**Notebook: one carbon cell, five potential sets**

The cell is hexagonal diamond with $c/a$ = 1.633, the ideal ratio, and four neighbours per atom at 1.544 Å. It was held fixed and computed with PBE, once for each potential set. The pressure $P$ is a third of the trace of the stress tensor $\sigma$, positive in compression; the largest force $F$ is the size of the force on an atom, which points along $c$ and has equal size on all four atoms; the basis is the plane-wave cutoff. Every run is a closed-shell insulator with four valence electrons per atom, so the rows describe one state.

ABINIT calculations with the PBE functional for hexagonal diamond in a fixed 4-atom cell, without spin polarisation, spin-orbit coupling or dispersion correction. All runs use a 12×12×7 k mesh and Fermi-Dirac smearing of 0.05 eV. The basis is given as the plane-wave cutoff, and pressure is positive in compression.

```tsv
potentials	basis	pressure (GPa)	largest force (eV/Å)	pressure less the median of the rows (GPa)
SPMS-NC-PBE-v1.0	897.976 eV	-0.400	0.044	-3.050
SG15-NC-PBE-v1.2	1115.67 eV	1.880	0.042	-0.770
JTH-PAW-PBE-v2.0	544.228 eV	2.650	0.031	0.000
Ansatz-NC-PBE	1115.67 eV	3.130	0.040	0.480
PseudoDojo-NC-SR-PBE-v0.5-stringent	1115.67 eV	3.340	0.043	0.690
```

**1. Which pressure is largest, and what does the last column measure?**

PseudoDojo is highest at 3.34 GPa and SPMS lowest at −0.40 GPa, the only negative value, a spread of 3.74 GPa. Without SPMS the spread falls to 1.46 GPa. The last column subtracts the median, which among five rows is simply the JTH value. It measures the distance from that run, which is neither a converged nor an exact result.

**2. Is the SPMS cell, with its pressure near zero, close to equilibrium?**

It is not. The stress tensor of that run has $\sigma_{xx}=\sigma_{yy}$ = −8.69 GPa in the basal plane and $\sigma_{zz}$ = +16.19 GPa along $c$, and these nearly cancel in the trace: $(2\times(-8.69)+16.19)/3=-0.40$ GPa. All five runs have the same signs, tension in the plane and compression along the axis, so each favours a shorter $a$ and a longer $c$. A small pressure says only that the volume is about right at the imposed shape.

**3. In what way do the five stress tensors differ?**

They differ almost purely by a multiple of the unit tensor. The anisotropy $A=\sigma_{zz}-\sigma_{xx}$, which such an offset leaves untouched, averages 24.84 GPa and spreads by only 0.095 GPa, 39 times less than the pressure. Plotted against $\sigma_{xx}$, $\sigma_{zz}$ has slope 0.991, where a pure offset gives one.

A common tensor plus one isotropic offset per row, fitted to all five rows, leaves an rms residual of 0.017 GPa in the stress components, with JTH worst at 0.037 GPa. A common tensor multiplied by one factor per row leaves 1.33 GPa. The offsets are taken from the pressures themselves, so the only thing tested is the constancy of $A$. The printed output below gives both fits row by row.

**4. Why should a change of potential move the pressure and hardly touch the shape stress or the forces?**

The tetrahedral geometry argues it. Suppose that a different potential adds the same repulsive force $f$ along each of the four bonds of an atom, with unit vectors $\mathbf n_k$. For an ideal tetrahedron $\sum_k \mathbf n_k=0$, so the net force on the atom does not change. Also $\sum_k \mathbf n_k\mathbf n_k^{T}=\tfrac43 I$, so the added stress is isotropic. Each bond of length $d$ is shared by two atoms, and with $V$ the volume per atom the virial gives

$$\delta\sigma=\frac{1}{2}\,\frac{f d}{V}\,\frac43 I,\qquad \delta P=\frac{2fd}{3V}.$$

Inverting this for the whole spread, with 1 eV/Å³ = 160 GPa,

$$f=\frac{3V\,\delta P}{2d}=\frac{3\times5.67\times3.74}{2\times1.544\times160}\approx0.13\ \text{eV/Å}.$$

This is an order of magnitude, about 0.1 eV/Å per bond, solved from the pressure spread and so no test of the model. This bond force is ten times the spread of the force column, 0.013 eV/Å. A difference in bond force of that size can thus sit in the pressure while cancelling on each atom.

A knot held by four equal strings in tetrahedral directions is the simpler system. Tightening all four alike leaves the knot where it is and pulls the frame inward equally from every side. The analogy covers only central forces between nearest neighbours and is offered only for the differences between rows, as far as these come from the potentials. It has no account of the large anisotropy common to them.

**5. Is the spread due to the cutoff or to the potentials?**

An incomplete basis also gives a roughly isotropic stress, because the plane waves fill a sphere, so the isotropy of the offset does not separate the two causes. Its sign is standard. The analytic stress is a derivative at a fixed number of plane waves; expanding the cell then shrinks the reciprocal vectors and lowers the effective cutoff, which costs energy if the basis is incomplete, so expansion is penalised and the pressure comes out too low. SPMS, with the lowest cutoff of the four norm-conserving sets and the lowest pressure, has that sign.

The nominal cutoff is not the whole story, as three rows show. At the same 1115.67 eV, SG15 lies 1.25 GPa below Ansatz and 1.46 GPa below PseudoDojo. A harder potential keeps a larger basis error at a given cutoff, so even this comparison mixes the error of the potential with that of the basis, and the two add. JTH has the lowest cutoff and the middle pressure, but PAW expands a smoother function and its cutoff does not measure convergence on the same scale.

The share of each cause is untested. Raising the SPMS cutoff would decide it for that row: a basis error would lift the pressure toward the other rows, and an error of the potential would stay. The bands give no warning of the offset, since the gaps on the mesh of SPMS and PseudoDojo agree to about 2 meV although these rows are the extremes in pressure.

**6. Where does the common anisotropy come from, and why is the force so small beside it?**

One bond of each atom lies along $c$ and carries a repulsive force $f_a$; the other three have direction cosine $1/3$ with the axis and carry $f_b$. The net force is $F=|f_a-3\cdot\tfrac13 f_b|=|f_a-f_b|$. With half an axial bond and three halves of a basal bond per atom, $\sigma_{zz}=(d/V)(f_a/2+f_b/6)$ and $\sigma_{xx}=(d/V)(2f_b/3)$. Central nearest-neighbour forces therefore demand $|A|=Fd/(2V)$, a relation without parameters.

For SPMS the relation gives

$$|A|=\frac{0.044\times1.544}{2\times5.67}\times160\approx0.96\ \text{GPa},$$

against a computed 24.88 GPa. The model falls short by a factor of 26 to 29 in the norm-conserving rows and 37 in JTH. The numbers thus show that the anisotropy needs interactions beyond central forces along the four bonds.

The stacking supplies such interactions. In hexagonal diamond the bonds at the two ends of each axial bond are eclipsed and the rings form boats, which puts another atom on the axis at $5c/8$ = 2.574 Å, on the side opposite the axial partner. A repulsion $g$ across this contact enters the force as $f_a-f_b-g$, and it enters $A$ with the same sign as $f_a-f_b$, so the two terms cancel on the atom and add in the stress. That eclipsing tends to lengthen the bond between the eclipsed groups is standard structural chemistry, and here that bond lies along $c$; that this one contact carries most of the stress is a guess.

If the force is such a remainder of larger terms, a modest absolute change in either is a large relative change in $F$. JTH lies 0.011 eV/Å, or 27 %, below the norm-conserving mean, while its anisotropy is only 0.07 GPa lower. Being the one PAW row and the one with the lowest cutoff, it leaves the cause of that shift untested.

**7. What would change in cubic diamond, or in a softer element?**

In cubic diamond all four bonds are equivalent and all are staggered, so symmetry sets both $A$ and $F$ to zero in the perfect cell. The argument of question 4 carries over unchanged, and with nearly the same bonds and volume per atom a similar spread of pressure among the potentials is argued for it.

The size of the spread in GPa follows the stiffness, through $\Delta V/V\approx P/B$ with $B$ the bulk modulus. With a rough recalled $B$ of 440 GPa, $3.74/440$ is just under 1 % in volume, or 0.3 % in length. In a softer tetrahedral solid such as silicon, the same fractional disagreement in bond length would show as a smaller pressure, in proportion to its $B$.

**8. Which digits can be trusted?**

Rounding shifts the tabulated pressures by at most 0.005 GPa, but the spread leaves even the first digit and the sign dependent on the potential and basis. The 0.21 GPa between Ansatz and PseudoDojo is too small to rank at working cutoffs. The forces agree on the leading digit among the norm-conserving sets, 0.04 eV/Å, and with a rough recalled stiffness they amount to displacements of about half a thousandth of an ångström. The SPMS sphere charges in the output differ by 0.029 electrons between equivalent atoms, which is a numerical artefact and not charge order. Of pressure, force and anisotropy, the anisotropy $A$ agrees best, near 24.8 GPa in every row.

That agreement has a bound. The five runs share the functional, the mesh and a frozen 1s core, so an error in any of these is largely common to all rows and need not show in the spread. The lattice is static as well, and zero-point motion and temperature add pressure at fixed volume, so a positive $P$ here is not by itself the error of PBE for the real crystal.

Printed output of the fit:

```
c/a 1.6332 (ideal 1.6330); volume 5.672 A^3/atom; 3c/8 1.545 A; 5c/8 2.574 A
rounding of table: pressure 0.005 GPa, force 0.0005 eV/A
set, cutoff (Ha), plane waves per k, P, trace/3, xx, zz, zz-xx (GPa), gap (eV)
 SPMS         33  1386  -0.40 -0.398  -8.69  16.19 24.881 3.432
 SG15         41  1920   1.88  1.877  -6.39  18.42 24.814 3.418
 JTH          20   654   2.65  2.652  -5.61  19.18 24.786 3.376
 Ansatz       41  1920   3.13  3.127  -5.16  19.70 24.865 3.384
 PseudoDojo   41  1920   3.34  3.337  -4.95  19.91 24.857 3.435
spread: P 3.74 GPa, zz-xx 0.095 GPa (mean 24.84), ratio 39
median P 2.65, mean 2.12, spread without SPMS 1.46 GPa
slope of zz on xx 0.991 (offset gives 1, scaling gives -3.03)
residuals xx, zz (GPa): common tensor + offset | common tensor x factor
 SPMS       -0.013 +0.027 | -2.75 -1.82
 SG15       +0.009 -0.018 | -0.26 -0.17
 JTH        +0.018 -0.037 | +0.59 +0.39
 Ansatz     -0.008 +0.017 | +1.10 +0.72
 PseudoDojo -0.006 +0.011 | +1.33 +0.88
rms: offset 0.017, factor 1.33 GPa; worst for offset: JTH
equal cutoff: Ansatz-SG15 1.25, PseudoDojo-SG15 1.46, PseudoDojo-Ansatz 0.21 GPa
PseudoDojo-SPMS: P 3.74 GPa, gap 2.3 meV; gap spread 58 meV
force: norm-conserving mean 0.0422, spread 0.004; JTH lower by 0.011 eV/A (27 %)
equal bond-force change that gives the P spread: 0.13 eV/A; force spread 0.013 eV/A
nearest-neighbour central forces, |zz-xx| = F d/2V: model (GPa), computed/model
 SPMS       0.96 26
 SG15       0.92 27
 JTH        0.68 37
 Ansatz     0.87 29
 PseudoDojo 0.94 27
JTH less norm-conserving mean: size in model 0.25, computed -0.07 GPa
with rough B 440 GPa: volume shift P/B (%), length shift (%), P^2V/2B (meV/atom)
 SPMS       -0.09 -0.03 0.01
 SG15       +0.43 +0.14 0.14
 JTH        +0.60 +0.20 0.28
 Ansatz     +0.71 +0.24 0.39
 PseudoDojo +0.76 +0.25 0.45
P spread as volume 0.8 %, as length 0.3 %, in a 0.007 A
rough stiffness 75 eV/A^2; displacement F/K 0.0004 to 0.0006 A
SPMS sphere charges differ by 0.029 e, sum 18.7 of 16 e; radius/half bond 1.37, JTH 1.03
```
